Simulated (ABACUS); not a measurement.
Runs of ABACUS 3.10.1 on NaI. Symmetry: Fm-3m, No. 225, cubic system. Conventional cell: a = 6.473 Å, b = 6.473 Å, c = 6.473 Å, α = 90.00°, β = 90.00°, γ = 90.00°. I (site symmetry m-3m) has 6 Na at 3.24 Å as nearest neighbours. Around Na (site symmetry m-3m) lie 6 I at 3.24 Å. 

```tsv
task	potentials or basis	cell	gap on the mesh (eV)	pressure (GPa)	V0 of scaled cells (Å³/atom)	B0 (GPa)
single point	PseudoDojo NC SR 0.4.1 PBE standard, DZP LCAO (the cutoffs set its grid)	atoms moved at random, drawn with an rms of 0.05 Å	3.73	0.5	-	-
single point	PseudoDojo NC SR 0.4.1 PBE standard, DZP LCAO (the cutoffs set its grid)	as given	3.73	0.5	-	-
single point	PseudoDojo NC SR 0.4.1 PBE standard, TZDP LCAO (the cutoffs set its grid)	as given	(b)	0.5	-	-
equation of state	PseudoDojo NC SR 0.4.1 PBE standard, TZDP LCAO (the cutoffs set its grid)	as given	-	-	34.88	(a)
equation of state	PseudoDojo NC SR 0.4.1 PBE standard, DZP LCAO (the cutoffs set its grid)	as given	-	-	34.85	16
```

Alike in all rows: level PBE; no spin polarisation; k mesh 7 × 7 × 7; cutoff (eV) 1361; smearing fermi-dirac 0.05 eV.

Problem. Fill in the values left out.

Solution. (a) 15; (b) 3.65.

Caveats: the atomic orbitals were generated for these runs and aren't a published set; the basis of atomic orbitals isn't converged, which shifts pressures, moduli and gaps; spin-orbit coupling is left out, which moves the levels of the heavy elements (some runs).

A k mesh can miss the band edges, and the runs leave out spin-orbit coupling on I.
